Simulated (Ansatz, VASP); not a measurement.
**Si3Ge5 (random alloy of the diamond Si-Ge line, x = 0.625) in two plane-wave programs**

One calculation is typed for both programs; each brings its own data sets. How far apart do they land? The structure shown is the start of the Ansatz relaxation below; VASP solves that cell, so the two are compared at the walk's first step.

Calculated with Ansatz 0.2.0; plane waves, with VASP 6.6.1 beside it; single point at PBE.

## 1. The starting structure

The cell holds 64 atoms: 24 Si and 40 Ge. Its edges and angles: a = 11.302 Å, b = 11.302 Å, c = 11.302 Å, α = 90.0°, β = 90.0°, γ = 90.0°. It derives from Si (diamond Si-Ge), repeated 2×2×2. Diamond Si-Ge: 64 atoms, 40 of 64 Si sites given to Ge at random, cell and internal coordinates interpolated linearly between the end members (Vegard's rule); (so at first; earlier steps may have moved the atoms), displaced by a Gaussian of 0.02 A. Lattice constants are starting values near those of PBE.

## 2. Ansatz: relaxation, PBE

Ansatz runs on its default PAW (the set named soft_2) files.

The two programs are compared at the cell with which this relaxation starts, whose forces are those of its first step.

File input.yaml:

```yaml
crystal:
  lattice:
    - [11.30175, 0.0, 0.0]
    - [0.0, 11.30175, 0.0]
    - [0.0, 0.0, 11.30175]
  atoms:
    - { symbol: Si, position: [0.00287, 0.99892, 0.99907] }
    - { symbol: Si, position: [0.1231, 0.12653, 0.12093] }
    - { symbol: Ge, position: [0.00309, 0.24865, 0.25056] }
    - { symbol: Ge, position: [0.12456, 0.37759, 0.37135] }
    - { symbol: Ge, position: [0.24943, 0.99932, 0.25201] }
    - { symbol: Si, position: [0.37305, 0.12469, 0.37345] }
    - { symbol: Ge, position: [0.25007, 0.25103, 0.99805] }
    - { symbol: Ge, position: [0.37703, 0.3766, 0.12589] }
    - { symbol: Ge, position: [0.00159, 0.99879, 0.49978] }
    - { symbol: Ge, position: [0.12334, 0.12453, 0.62594] }
    - { symbol: Si, position: [0.99878, 0.2493, 0.74878] }
    - { symbol: Ge, position: [0.1235, 0.37381, 0.87498] }
    - { symbol: Ge, position: [0.24802, 0.00041, 0.75294] }
    - { symbol: Ge, position: [0.37631, 0.12466, 0.87343] }
    - { symbol: Ge, position: [0.24868, 0.253, 0.50009] }
    - { symbol: Ge, position: [0.37387, 0.37534, 0.62872] }
    - { symbol: Si, position: [0.00021, 0.50109, 0.00053] }
    - { symbol: Si, position: [0.12438, 0.62298, 0.12438] }
    - { symbol: Ge, position: [0.99963, 0.75104, 0.25148] }
    - { symbol: Ge, position: [0.12665, 0.87551, 0.37657] }
    - { symbol: Ge, position: [0.24866, 0.50222, 0.25091] }
    - { symbol: Ge, position: [0.37447, 0.62586, 0.37487] }
    - { symbol: Ge, position: [0.252, 0.75269, 0.00387] }
    - { symbol: Ge, position: [0.37253, 0.87244, 0.12411] }
    - { symbol: Ge, position: [0.00028, 0.50155, 0.50056] }
    - { symbol: Si, position: [0.12142, 0.62446, 0.62647] }
    - { symbol: Ge, position: [0.00041, 0.75135, 0.74961] }
    - { symbol: Si, position: [0.12464, 0.87533, 0.87573] }
    - { symbol: Si, position: [0.25035, 0.50021, 0.74881] }
    - { symbol: Si, position: [0.37567, 0.62522, 0.877] }
    - { symbol: Ge, position: [0.25212, 0.75033, 0.49934] }
    - { symbol: Ge, position: [0.37387, 0.87575, 0.62514] }
    - { symbol: Si, position: [0.49939, 8.0e-05, 0.9989] }
    - { symbol: Ge, position: [0.62624, 0.12421, 0.12717] }
    - { symbol: Ge, position: [0.50071, 0.25105, 0.24806] }
    - { symbol: Ge, position: [0.6253, 0.37631, 0.37331] }
    - { symbol: Ge, position: [0.74953, 6.0e-05, 0.24757] }
    - { symbol: Ge, position: [0.87556, 0.1265, 0.37348] }
    - { symbol: Ge, position: [0.75062, 0.24768, 0.99993] }
    - { symbol: Ge, position: [0.87214, 0.37698, 0.12572] }
    - { symbol: Si, position: [0.49996, 0.99863, 0.50225] }
    - { symbol: Si, position: [0.62848, 0.12171, 0.62719] }
    - { symbol: Ge, position: [0.50288, 0.2506, 0.74788] }
    - { symbol: Ge, position: [0.62653, 0.37468, 0.87393] }
    - { symbol: Ge, position: [0.74782, 0.00097, 0.7514] }
    - { symbol: Ge, position: [0.8739, 0.12592, 0.87297] }
    - { symbol: Ge, position: [0.75142, 0.25008, 0.49967] }
    - { symbol: Si, position: [0.87482, 0.37654, 0.62633] }
    - { symbol: Si, position: [0.50094, 0.50024, 0.00014] }
    - { symbol: Si, position: [0.62609, 0.62541, 0.12621] }
    - { symbol: Si, position: [0.49945, 0.74569, 0.25184] }
    - { symbol: Ge, position: [0.62887, 0.87578, 0.37482] }
    - { symbol: Ge, position: [0.74976, 0.49979, 0.25003] }
    - { symbol: Ge, position: [0.87301, 0.62408, 0.37324] }
    - { symbol: Si, position: [0.75044, 0.74948, 0.00088] }
    - { symbol: Ge, position: [0.87469, 0.87675, 0.12538] }
    - { symbol: Si, position: [0.50388, 0.49664, 0.49886] }
    - { symbol: Si, position: [0.6266, 0.62947, 0.62456] }
    - { symbol: Si, position: [0.50008, 0.7496, 0.75236] }
    - { symbol: Si, position: [0.62449, 0.8762, 0.87443] }
    - { symbol: Ge, position: [0.74775, 0.50055, 0.75089] }
    - { symbol: Si, position: [0.87729, 0.6248, 0.87391] }
    - { symbol: Ge, position: [0.751, 0.75043, 0.5005] }
    - { symbol: Si, position: [0.87487, 0.87705, 0.62565] }
kpoints:
  mp_grid: { grid: [1, 1, 1] }
hamiltonian:
  xc: pbe
scf:
  occupations: { method: fermi_dirac, width: 0.025 }
output:
  forces: true
relax:
  f_tol: 0.04
  max_steps: 150
  cell: {}
```

The run is started by

```bash
$ ansatz run input.yaml --threads 4 --pin off --max-ram 8192MiB --backend cpu --events-out ev --progress --plain --runs-dir out
```

Numbers of over 12 decimals in the logs are rounded to 6 here.

What it wrote:

```text
Engine: ansatz 0.2.0, aarch64-unknown-linux-gnu
Pseudopotentials: kind: paw
Pseudopotential: Si, paw, valence charge 4, recommended cutoff 420 eV (normal), Si.paw.azcp
Pseudopotential: Ge, paw, valence charge 14, recommended cutoff 420 eV (normal), Ge.paw.azcp
Functional definition: PBE
  parameter kappa = 0.804
  parameter beta = 0.066725
  exchange = pbe_x(kappa = kappa, mu = beta*pi^2/3)
  correlation = pbe_c(beta = beta)
Crystal: 64 atoms, lattice volume = 1443.567 Å³
Basis set: ecut = 420 eV, 28257 PW (Γ), exchange–correlation on 160×160×160 points (8 copies of the dense FFT grid, shifted against one another)
Bands: 394, of which v1, the nominal top of the filled ones, is band 328 counted from 1 (327 counted from 0)
Symmetry: 1 space group operations
Space group: P1 (ITA 1), of the structure as read, at distance tolerance 1.1e-4 Å
k-points: 1
Non-local potential: Si, projectors of the file, l = 0: 2, l = 1: 2, l = 2: 2
Non-local potential: Ge, projectors of the file, l = 0: 2, l = 1: 2, l = 2: 3, l = 3: 1
PAW form: soft (Blöchl's): semilocal exchange-correlation on the pseudo side does not see the compensation charge
PAW one-centre angular grid: Si, 110 points (default); XC on 64 Gauss nodes
PAW one-centre angular grid: Ge, 590 points (default); XC on 64 Gauss nodes
Initial density: superposition of atomic densities (neutral atoms: chi_scale 0, normalization atom), corrected by the library's trained network
Initial wavefunctions: pseudopotential atomic-orbital guess
Functional: x = pbe(κ = 0.804, μ = 0.219515), c = pbe(β = 0.066725)
SCF iter   1: F=—  HF=-187048.702903 eV  |F-HF|=—  |Δ(HF+E_count)|=         —  Δρ=2.06e-3  dr2=7.82e-2  ethr=1.77e-3  ⟨swp⟩=5.0  Hψ=1383  notcnv=0  defer=34
preconditioner: auto → Resta (q_TF=auto, 2.392 Å⁻¹)  ε∞=2.6  [insulator: Δε(μ)=0.360 eV  Ē_g=19.707 eV  σ=0.025 eV  W_gap=1.00  n_scr=340 (ndim 8)  ℏωp=25.0 eV  f_vac=0.024  D(μ)=0.16/eV (n_scr^D=0)  ε∞_Penn≈2.6]
SCF iter   2: F=—  HF=-187048.676360 eV  |F-HF|=—  |Δ(HF+E_count)|=   2.65e-2  Δρ=9.87e-4  dr2=1.99e-2  ethr=1.19e-5  ⟨swp⟩=2.0  Hψ=782  notcnv=0  defer=37
SCF iter   3: F=—  HF=-187048.673031 eV  |F-HF|=—  |Δ(HF+E_count)|=   3.33e-3  Δρ=5.60e-4  dr2=6.79e-3  ethr=3.03e-6  ⟨swp⟩=2.0  Hψ=675  notcnv=0  defer=37
SCF iter   4: F=—  HF=-187048.672993 eV  |F-HF|=—  |Δ(HF+E_count)|=   3.78e-5  Δρ=1.44e-4  dr2=3.16e-4  ethr=1.03e-6  ⟨swp⟩=2.0  Hψ=425  notcnv=0  defer=37
SCF iter   5: F=—  HF=-187048.672993 eV  |F-HF|=—  |Δ(HF+E_count)|=   1.13e-7  Δρ=5.79e-5  dr2=1.87e-4  ethr=4.82e-8  ⟨swp⟩=2.0  Hψ=675  notcnv=0  defer=37
SCF iter   6: F=—  HF=-187048.673037 eV  |F-HF|=—  |Δ(HF+E_count)|=   4.34e-5  Δρ=3.03e-5  dr2=1.30e-5  ethr=2.85e-8  ⟨swp⟩=2.0  Hψ=568  notcnv=0  defer=37
SCF iter   7: F=—  HF=-187048.673537 eV  |F-HF|=—  |Δ(HF+E_count)|=   5.00e-4  Δρ=9.86e-6  dr2=4.15e-6  ethr=1.99e-9  ⟨swp⟩=2.0  Hψ=674  notcnv=0  defer=37
SCF iter   8: F=—  HF=-187048.673537 eV  |F-HF|=—  |Δ(HF+E_count)|=   3.57e-7  Δρ=4.96e-6  dr2=3.98e-7  ethr=6.33e-10  ⟨swp⟩=2.0  Hψ=434  notcnv=0  defer=37
SCF iter   9: F=-187048.673537 eV  HF=-187048.673537 eV  |F-HF|=4.77e-9  |Δ(HF+E_count)|=   2.33e-8  Δρ=1.33e-6  dr2=4.32e-8  ethr=1.52e-11  ⟨swp⟩=4.0  Hψ=1158  notcnv=0
SCF 1 converged in 9 iterations: F = -187048.673537 eV  dr2 = 4.32e-8
  greatest PAW one-centre occupation: 0.998 electrons in one spin orbital (limit 2), on the Ge atom at site 36 (counted from 0), in its partial waves of l = 2
relax step   1: F+E_penalty+E_count = -187048.67353738 eV  Δ(F+E_penalty+E_count) = +0.000e0 eV  max|allowed force component| = 1.208e0 eV/Å  Δτ_max = 0.0000 Å  P = -0.102 GPa  Ω = 1443.567 Å³  (9 SCF iters, dr2 threshold 1.00e-7 eV, accepted)
Crystal: 64 atoms, lattice volume = 1437.963 Å³
Basis set: ecut = 420 eV, 28133 PW (Γ), exchange–correlation on 160×160×160 points (8 copies of the dense FFT grid, shifted against one another)
Initial density: handed on by an earlier stage of this run
Initial wavefunctions: those handed on with the density
iter 1 solved again at ethr=5.59e-5 eV; its pass at ethr=3.10e-3 eV (dr2=3.67e-1 eV) is discarded
SCF iter   1: F=—  HF=-187049.759791 eV  |F-HF|=—  |Δ(HF+E_count)|=         —  Δρ=6.36e-3  dr2=3.73e-1  ethr=5.59e-5  ⟨swp⟩=9.0  Hψ=1662  notcnv=0
preconditioner: auto → Resta (q_TF=auto, 2.394 Å⁻¹)  ε∞=2.6  [insulator: Δε(μ)=0.350 eV  Ē_g=19.643 eV  σ=0.025 eV  W_gap=1.00  n_scr=340 (ndim 8)  ℏωp=25.1 eV  f_vac=0.026  D(μ)=0.24/eV (n_scr^D=0)  ε∞_Penn≈2.6]
SCF iter   2: F=—  HF=-187049.727184 eV  |F-HF|=—  |Δ(HF+E_count)|=   3.26e-2  Δρ=3.21e-3  dr2=8.06e-2  ethr=5.59e-5  ⟨swp⟩=5.0  Hψ=588  notcnv=0
SCF iter   3: F=—  HF=-187049.732449 eV  |F-HF|=—  |Δ(HF+E_count)|=   5.27e-3  Δρ=1.05e-3  dr2=3.17e-2  ethr=1.23e-5  ⟨swp⟩=2.0  Hψ=468  notcnv=0  defer=48
[...]
atom  12  Ge    -0.00129717     0.00444316    -0.00590680
  atom  13  Ge     0.00587868    -0.00429007    -0.00140446
  atom  14  Ge    -0.00476578     0.00407249     0.00108976
  atom  15  Ge     0.00686889    -0.00106093    -0.00024180
  atom  16  Ge    -0.01301942     0.00555901     0.00393751
  atom  17  Si    -0.00036213    -0.00318907    -0.00115668
  atom  18  Si    -0.00234955     0.00003059     0.00234877
  atom  19  Ge    -0.00172887     0.01236635     0.00368719
  atom  20  Ge     0.00496665     0.00021993    -0.00252538
  atom  21  Ge     0.01155887    -0.00268067    -0.00453768
  atom  22  Ge    -0.00586834     0.00651627     0.00665471
  atom  23  Ge     0.00085865     0.00035361    -0.00611457
  atom  24  Ge     0.00959477     0.00257937     0.00848523
  atom  25  Ge    -0.00181182     0.00083933     0.00232952
  atom  26  Si     0.00811624    -0.00879768     0.00941388
  atom  27  Ge     0.00071985    -0.00676489    -0.00718016
  atom  28  Si    -0.00488237     0.00416968    -0.00707120
  atom  29  Si    -0.00448652     0.00005091    -0.00077884
  atom  30  Si    -0.00920001     0.00219026    -0.00076992
  atom  31  Ge    -0.00962928     0.00233324     0.00103999
  atom  32  Ge    -0.00198242    -0.00190544    -0.00571014
  atom  33  Si    -0.00408921    -0.00454713     0.00072287
  atom  34  Ge     0.00417307     0.00100283     0.00510450
  atom  35  Ge    -0.00325065     0.00064210     0.00678236
[...]
atom  57  Si     0.00055093    -0.01923860    -0.00441157
  atom  58  Si    -0.00123682     0.00983136    -0.00240431
  atom  59  Si    -0.00229568     0.00035620     0.01027151
  atom  60  Si     0.00993543     0.00787947    -0.00515480
  atom  61  Ge     0.00054320    -0.00948256    -0.00405039
  atom  62  Si     0.00902334     0.00288620    -0.00012950
  atom  63  Ge     0.00875066    -0.00167544    -0.00316455
  atom  64  Si    -0.00883777     0.00256133     0.00545670
  max |Σ_I F_I| component: 1.13e-6 eV/Å
--- Stress (GPa, compression-positive) ---
        0.006712      -0.009980       0.011915
       -0.009980      -0.003408       0.004581
        0.011915       0.004581      -0.004957
  P = ⅓ Tr σ = -0.0006 GPa (-0.006 kbar)
--- Relaxed structure (3 steps of the walk, 3 accepted, 1 SCFs on fresh bases) ---
  F+E_penalty+E_count = -187049.78231766 eV   max|allowed force component| = 1.924e-2 eV/Å   (the final SCF, on the basis selected at the relaxed cell)
  cell:  # Å, volume = 1438.4742 Å³
    - [11.284585, 0.000787513, -0.00264079]
    - [0.000787513, 11.289626, -0.00177819]
    - [-0.00264079, -0.00177819, 11.291119]
  atoms:
    - { symbol: Si, position: [0.00411101, 0.999509, 0.998651] }
    - { symbol: Si, position: [0.124548, 0.122519, 0.122576] }
    - { symbol: Ge, position: [0.00179541, 0.248179, 0.246519] }
    - { symbol: Ge, position: [0.126270, 0.374678, 0.374261] }
    - { symbol: Ge, position: [0.251883, 1.003075, 0.249866] }
    - { symbol: Si, position: [0.376978, 0.123518, 0.377653] }
    - { symbol: Ge, position: [0.247992, 0.249155, 0.999867] }
    - { symbol: Ge, position: [0.376420, 0.378213, 0.122367] }
    - { symbol: Ge, position: [-0.00295598, 0.997438, 0.503550] }
    - { symbol: Ge, position: [0.122890, 0.127252, 0.627824] }
    - { symbol: Si, position: [0.998700, 0.253794, 0.749396] }
    - { symbol: Ge, position: [0.122791, 0.380079, 0.872723] }
    - { symbol: Ge, position: [0.247860, -0.00247241, 0.753316] }
    - { symbol: Ge, position: [0.377618, 0.121194, 0.877238] }
    - { symbol: Ge, position: [0.253103, 0.249062, 0.499620] }
    - { symbol: Ge, position: [0.375918, 0.380744, 0.625240] }
    - { symbol: Si, position: [-0.000869438, 0.505483, -0.00182788] }
    - { symbol: Si, position: [0.123568, 0.623911, 0.120329] }
    - { symbol: Ge, position: [1.001647, 0.747653, 0.246063] }
    - { symbol: Ge, position: [0.125544, 0.874248, 0.375501] }
    - { symbol: Ge, position: [0.248510, 0.503462, 0.246865] }
    - { symbol: Ge, position: [0.379945, 0.625418, 0.373831] }
    - { symbol: Ge, position: [0.249284, 0.747590, -0.00320124] }
    - { symbol: Ge, position: [0.378572, 0.873647, 0.123656] }
    - { symbol: Ge, position: [0.00145363, 0.498873, 0.506005] }
    - { symbol: Si, position: [0.126949, 0.624664, 0.629728] }
    - { symbol: Ge, position: [-0.000454698, 0.750320, 0.752759] }
    - { symbol: Si, position: [0.123561, 0.875124, 0.877355] }
    - { symbol: Si, position: [0.251368, 0.504655, 0.750811] }
    - { symbol: Si, position: [0.376876, 0.624649, 0.872521] }
    - { symbol: Ge, position: [0.251233, 0.747482, 0.503067] }
    - { symbol: Ge, position: [0.379654, 0.874787, 0.627551] }
    - { symbol: Si, position: [0.503021, -0.00521405, 0.997360] }
    - { symbol: Ge, position: [0.622774, 0.122467, 0.122058] }
    - { symbol: Ge, position: [0.498161, 0.248841, 0.252127] }
[...]
- { symbol: Si, position: [0.499703, 1.002525, 0.500339] }
    - { symbol: Si, position: [0.623366, 0.122710, 0.623572] }
[...]
- { symbol: Ge, position: [0.879180, 0.124442, 0.873421] }
    - { symbol: Ge, position: [0.750221, 0.250410, 0.505385] }
    - { symbol: Si, position: [0.875786, 0.374453, 0.629144] }
    - { symbol: Si, position: [0.499496, 0.505671, -0.0013669] }
    - { symbol: Si, position: [0.622731, 0.628660, 0.120931] }
    - { symbol: Si, position: [0.502617, 0.748868, 0.247282] }
    - { symbol: Ge, position: [0.621028, 0.874969, 0.375484] }
    - { symbol: Ge, position: [0.746399, 0.503851, 0.247313] }
    - { symbol: Ge, position: [0.874831, 0.625407, 0.377029] }
    - { symbol: Si, position: [0.747456, 0.748197, -0.00288045] }
    - { symbol: Ge, position: [0.875146, 0.874027, 0.118566] }
    - { symbol: Si, position: [0.502152, 0.504636, 0.503222] }
    - { symbol: Si, position: [0.622778, 0.625888, 0.627651] }
    - { symbol: Si, position: [0.502097, 0.747252, 0.752572] }
    - { symbol: Si, position: [0.623678, 0.870103, 0.875660] }
    - { symbol: Ge, position: [0.752018, 0.503383, 0.749823] }
    - { symbol: Si, position: [0.873970, 0.626799, 0.878081] }
    - { symbol: Ge, position: [0.747553, 0.750501, 0.504869] }
    - { symbol: Si, position: [0.873466, 0.873125, 0.627604] }
```

Reading the cycles: dr2 is the Hartree energy of the density residual (eV), the measure of convergence; HF is the Harris–Foulkes estimate of the energy, which meets the free energy F at convergence.

(Part 1 of 2 ends here.)

[Lines on the potential files, build, host, timing and source positions are cut from VASP's logs without a mark.]

[Logs are printed without paths, hosts, clocks, repeated set-up lines and the standing remarks that a program may print on its own settings, such as how far it seeks lower states.]

[Hosts, paths, dates, database ids (printed as entryN), source tags and the programs' standing remarks are cut or masked in the printed files.]
